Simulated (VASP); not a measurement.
**BAs: relaxation of cell and atoms with PBEsol**

The system is BAs.

```
CELL_PARAMETERS angstrom
0.00000 2.38850 2.38850
2.38850 0.00000 2.38850
2.38850 2.38850 0.00000
ATOMIC_POSITIONS crystal
B 0.00000 0.00000 0.00000
As 0.25000 0.25000 0.25000
```

```yaml
Program: VASP 6.6.1
Task: relaxation of cell and atoms
Functional: PBEsol
Potentials_or_basis: VASP PAW PBE potentials, release 64 (B, As)
Cutoff: 600 eV
k_mesh: 10 × 10 × 10
Occupations: gaussian, width 0.03 eV
Spin: no spin polarisation
Further_INCAR_settings: ALGO = Normal; EDIFF = 1e-07; IBRION = 2; EDIFFG = -0.005; NSW = 90; ISIF = 3
```

* Pressure after relaxing: 0.1 GPa
* Band gap on the k mesh: 1.08 eV, indirect (least direct gap 3.24 eV)

Final structure:
```xyz
2
Lattice="0.0000 2.3885 2.3885 2.3885 0.0000 2.3885 2.3885 2.3885 0.0000" Properties=species:S:1:pos:R:3 pbc="T T T"
B     0.0000    0.0000    0.0000
As    1.1943    1.1943    1.1943
```

Levels at points of the mesh, in eV from the valence-band top:
```csv
k point,band 1,band 2,band 3,band 4,band 5,band 6,band 7,band 8
"(0.00, 0.00, 0.00)",-15.44,0.00,0.00,0.00,3.24,3.24,3.24,4.68
"(0.50, 0.00, 0.00)",-12.55,-8.83,-1.83,-1.83,2.65,4.73,4.73,8.71
"(0.50, 0.50, 0.00)",-11.24,-8.53,-4.11,-4.11,1.31,1.34,11.34,11.34
```

Run time: 5.7 s on 8 MPI ranks on Intel(R) Xeon(R) Platinum 8259CL CPU @ 2.50GHz (Skylake/Cascade Lake), on a shared host, peak memory 0.16 GiB a rank.

Caveat: the relaxation stopped at its first step, so nothing moved; the PAW data sets were made with another functional, which shifts forces and pressure a little. A k mesh can miss the band edges.
